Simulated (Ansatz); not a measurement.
Crystal: GaP.

```
Ga P
1.0
     0.00000    2.72525    2.72525
     2.72525    0.00000    2.72525
     2.72525    2.72525    0.00000
Ga P
1 1
Direct
  0.00000 0.00000 0.00000
  0.75000 0.75000 0.75000
```

A run of Ansatz 0.2.0 on this cell left the log below. Logs are shortened: lines on timing, memory, paths and dates and some standing lists are left out, and cuts for length are marked.

```text
Warning: RAYON_NUM_THREADS=2 ignored (pool sized by the plan → 2); use --threads N
Engine: ansatz 0.2.0, x86_64-unknown-linux-gnu
Pseudopotentials: kind: paw
Pseudopotential: Ga, paw, valence charge 13, recommended cutoff 420 eV (normal), Ga.paw.azcp
Pseudopotential: P, paw, valence charge 5, recommended cutoff 420 eV (normal), P.paw.azcp
Functional definition: PBE
  parameter kappa = 0.804
  parameter beta = 0.06672455060314922
  exchange = pbe_x(kappa = kappa, mu = beta*pi^2/3)
  correlation = pbe_c(beta = beta)
Crystal: 2 atoms, lattice volume = 40.481 Å³
Basis set: ecut = 420 eV, 749 PW (Γ), exchange–correlation on 54×54×54 points (8 copies of the dense FFT grid, shifted against one another)
Bands: 13, of which v1, the nominal top of the filled ones, is band 9 counted from 1 (8 counted from 0)
Symmetry: 24 space group operations
Space group: F-43m (ITA 216), of the structure as read, at distance tolerance 3.4e-5 Å
k-points: 16 of 216 (time reversal used)
Non-local potential: Ga, projectors of the file, l = 0: 2, l = 1: 2, l = 2: 3, l = 3: 1
Non-local potential: P, projectors of the file, l = 0: 2, l = 1: 2, l = 2: 2
PAW form: soft (Blöchl's): semilocal exchange-correlation on the pseudo side does not see the compensation charge
PAW one-centre angular grid: Ga, 590 points (default); XC on 64 Gauss nodes
PAW one-centre angular grid: P, 110 points (default); XC on 64 Gauss nodes
Initial density: superposition of atomic densities (neutral atoms: chi_scale 0, normalization atom), corrected by the library's trained network
Initial wavefunctions: pseudopotential atomic-orbital guess
Functional: x = pbe(κ = 0.804, μ = 0.2195149727645171), c = pbe(β = 0.06672455060314922)
SCF iter   1: F=—  HF=-4539.535111 eV  |F-HF|=—  |Δ(HF+E_count)|=         —  Δρ=1.41e-3  dr2=8.81e-4  ethr=1.77e-3  ⟨swp⟩=5.0  Hψ=1101  notcnv=0  defer=27
preconditioner: auto → none  [insulator: Δε(μ)=1.644 eV  Ē_g=15.511 eV  n_scr=14 (ndim 8)  ℏωp=24.8 eV  f_vac=0.011  ε∞_Penn≈3.5]
[... 128 lines left out ...]
  E_aug_tail   = -0.000104  (compensation charges beyond the density's cutoff)
  E_ewald      = -1312.644944
  E_smearing   = -0.000000  (= −TS)
  E_closure    = 0.000000  (closes the sum)
  Σ components = -4539.534185   (vs F -4539.534185, Δ=0.00e0)
--- Forces (eV/Å), atoms counted from 1 ---
  atom   1  Ga    -0.00000000     0.00000000    -0.00000000
  atom   2  P      0.00000000    -0.00000000    -0.00000000
  max |Σ_I F_I| component: 3.70e-17 eV/Å
--- Stress (GPa, compression-positive) ---
        2.531794       0.000000      -0.000000
       -0.000000       2.531794       0.000000
       -0.000000       0.000000       2.531794
  P = ⅓ Tr σ = 2.5318 GPa (25.318 kbar)
--- Band table (eV; the first three rows and the last of 16) ---
  k-point 0: bands = ["-7.4460", "-7.4460", "-7.4460", "-7.3466", "-7.3466", "-5.4012", "7.0923", "7.0923", "7.0923", "8.9192", "10.9731", "10.9731", "10.9731"]
  k-point 1: bands = ["-7.4692", "-7.4382", "-7.4382", "-7.3465", "-7.3465", "-5.0450", "4.7047", "6.7210", "6.7210", "9.5048", "11.5214", "11.5214", "12.1169"]
  k-point 2: bands = ["-7.5099", "-7.4255", "-7.4255", "-7.3429", "-7.3429", "-4.0976", "1.8834", "6.1848", "6.1848", "8.9897", "11.8980", "11.8980", "14.6885"]
  k-point 15: bands = ["-7.5506", "-7.4000", "-7.3858", "-7.3670", "-7.3334", "-2.3652", "0.4836", "3.7157", "3.8281", "10.5677", "10.7368", "14.6373", "14.6610"]
--- Elastic constants: 2 strain directions × 2 members + reference (group order 24) ---
  dense FFT box of the reference and of every strained cell: 27×27×27
  strains applied: 11, 23; error gains: componentwise 1.00 (the most a stress slope's error grows in a printed constant), spectral 1.73 (1 for all six strains in a standard setting)
  C = ∂σ_k/∂η_j (tension-positive GPa; Voigt order 11 22 33 23 13 12):
       137.511     63.900     63.900      0.000      0.000     -0.000
        63.900    137.511     63.900      0.000      0.000     -0.000
        63.900     63.900    137.511      0.000      0.000      0.000
        -0.000      0.000      0.000     67.311      0.000     -0.000
        -0.000     -0.000      0.000      0.000     67.311      0.000
        -0.000      0.000     -0.000      0.000      0.000     67.311
  reference stress σ⁰ (GPa):     -2.532     -2.532     -2.532     -0.000      0.000      0.000
  C* (energy form; C + prestress term) asymmetry max|C*_kj − C*_jk| = 2.132e-14 GPa — a small one proves nothing (zero by symmetry where the batch's group is 432, −43m or m−3m); a large one is finite-difference/SCF noise where every solve meets its electron count
  moduli (Voigt/Reuss/Hill, GPa): K = 88.44/88.44/88.44   G = 55.11/50.55/52.83   E = 132.17   ν = 0.251
  mechanically stable: yes (min eigenvalue of sym C = 67.31 GPa)
  strain η (Voigt 11):  stress-route row diagonal C_11 = 137.51 GPa, energy-path curvature d²(F+E_count+ΔE)/dδ²/Ω₀ = 137.99 GPa
         δ    σ_11 (GPa)             F (eV)   n_scf  n_hpsi   n_pw
    -2.000e-3      -2.8071       -4539.5328360       8    7555    805   relax 0 steps, max|allowed force component| 5.55e-17 eV/Å
     2.000e-3      -2.2571       -4539.5354096       7    6872    805   relax 0 steps, max|allowed force component| 5.55e-17 eV/Å
  strain η (Voigt 23):  stress-route row diagonal C_44 = 67.31 GPa, energy-path curvature d²(F+E_count+ΔE)/dδ²/Ω₀ = 69.37 GPa
         δ    σ_23 (GPa)             F (eV)   n_scf  n_hpsi   n_pw
    -2.000e-3      -0.1346       -4539.5341631       4    7970    805   relax 3 steps, max|allowed force component| 1.16e-7 eV/Å
     2.000e-3       0.1346       -4539.5341631       4    7974    805   relax 2 steps, max|allowed force component| 1.62e-7 eV/Å
```

What input gives this log?

Elastic constants with PBE, no spin polarisation. The files as run (others can give the same):

input.yaml
```yaml
crystal:
  lattice:
    - [0.0, 2.72525, 2.72525]
    - [2.72525, 0.0, 2.72525]
    - [2.72525, 2.72525, 0.0]
  atoms:
    - { symbol: Ga, position: [0.0, 0.0, 0.0] }
    - { symbol: P, position: [0.75, 0.75, 0.75] }
hamiltonian:
  xc: pbe
  pseudopotentials: { kind: paw }
kpoints:
  mp_grid: { grid: [6, 6, 6] }
scf:
  occupations: { method: fixed }
output:
  forces: true
  stress: true
elastic:
  mode: relaxed_ion
  stencil: two_point
```

Potentials or basis: Ansatz PAW.
The run is started by
```sh
$ ansatz run input.yaml --threads 2 --pin off --max-ram 5632MiB --backend cpu --events-out ev --progress --plain --runs-dir out
```
